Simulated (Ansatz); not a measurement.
# A film clamped to a substrate in HfN

All numbers below come from DFT PBE, scalar-relativistic, plane waves, PAW (Ansatz). Settings: plane waves to 420 eV, k-mesh 22×22×22 (Γ-centred), Gaussian smearing 0.15 eV. Spin–orbit coupling is left out, which matters for the heavy elements here. No spin polarisation. Energies are free energies at this smearing, counted from the undisturbed cell; pressure is positive in compression.

The undisturbed cell (relaxed at this level):

```
CELL_PARAMETERS angstrom
0.00000 2.27390 2.27390
2.27390 0.00000 2.27390
2.27390 2.27390 0.00000
ATOMIC_POSITIONS crystal
Hf 0.00000 0.00000 0.00000
N 0.50000 0.50000 0.50000
```

The cell (2 atoms, V0 = 23.51 Å³) is strained by p along both x and y and by q along z, fractional coordinates fixed. τp = (1/V0) ∂E/∂p = (σxx + σyy)(1 + p)(1 + q) and τq = (1/V0) ∂E/∂q = σzz(1 + p)², with tension positive.

| p | q | ΔE (meV/atom) | τp (GPa) | τq (GPa) |
| --- | --- | --- | --- | --- |
| 0.000 | 0.000 | 0.00 | -0.02 | -0.01 |
| -0.025 | 0.000 | 34.33 | -39.16 | -5.45 |
| 0.025 | 0.000 | 28.48 | 29.64 | 5.43 |
| 0.000 | -0.025 | 14.58 | -5.58 | -16.68 |
| 0.000 | 0.025 | 11.84 | 5.30 | 12.28 |

**Question.** Get the second derivatives of the energy density.

**Answer.** Central differences give A = ∂τp/∂p = 1376 GPa (C11 + C22 + 2 C12), C = ∂τq/∂q = 579 GPa (C33) and the cross term B = ∂τq/∂p = 217 GPa (C13 + C23); ∂τp/∂q = 218 GPa must equal B, and any difference shows higher-order terms. The ions are clamped. In a cubic crystal C11 = C = 579, C12 = B/2 = 109 GPa and A should be 2(C11 + C12) = 1376 GPa; the bulk modulus is (C11 + 2 C12)/3 = 266 GPa.

**Question.** A film of this crystal grows with z along the normal on a substrate that imposes p. How does its thickness respond, and what does the misfit cost?

**Answer.** Count p and q from the stress-free cell. A free surface needs τq = 0, so q = −(B/C) p = -0.38 p. The energy density left is (A − B²/C) p²/2 = M p², with the biaxial modulus M = 647 GPa; a misfit of 1 % costs 4.75 meV/atom, against 5.05 meV/atom if the thickness were held.

At p = -0.050 the energies along q are 257.1 (q = -0.050), 185.8 (q = -0.025), 151.0 (q = 0.000), 143.8 (q = 0.025), 156.8 (q = 0.050) meV/atom.

**Question.** Does the linear rule hold at this misfit?

**Answer.** A parabola through the lowest point and its neighbours has its minimum at q = 0.021, 143.6 meV/atom. With the stress left in the starting cell, τp0 and τq0, linear elasticity gives q = −(τq0 + Bp)/C = 0.019 and E = V0(τp0 p + τq0 q + Ap²/2 + Bpq + Cq²/2)/N = 118.8 meV/atom. The energies differ by more than a tenth, so the quadratic law fails here: the gap holds the anharmonic part, with some error from the wide steps. Cubic terms also shift the vertex of so wide a parabola.

In a metal these slopes depend on the k mesh and the smearing.

HfN is far stiffer along the cube axes than its lateral coupling would suggest: C11 is 579 GPa, but C12 only 109 GPa. In rocksalt the Hf–N bonds lie along these axes, so axial strain directly changes the length of strong, partly ionic Hf 5d–N 2p σ bonds, while bonds at right angles respond only weakly. The film therefore thickens little under in-plane compression, and freeing its thickness recovers only a small part of the misfit energy. Because every ion sits on an inversion centre that these strains preserve, clamping the fractional coordinates hides no internal relaxation.

Compression costs more than equal extension in both strain directions, as expected when short-range repulsion rises steeply while bonding weakens on stretching. This explains why the harmonic energy is too low at the large compressive misfit, although the predicted thickness change remains close to the fitted one. Under tension the quadratic law should probably err the other way. The strains leave C44 undetermined, so the biaxial modulus can't be carried over to a (111) film.
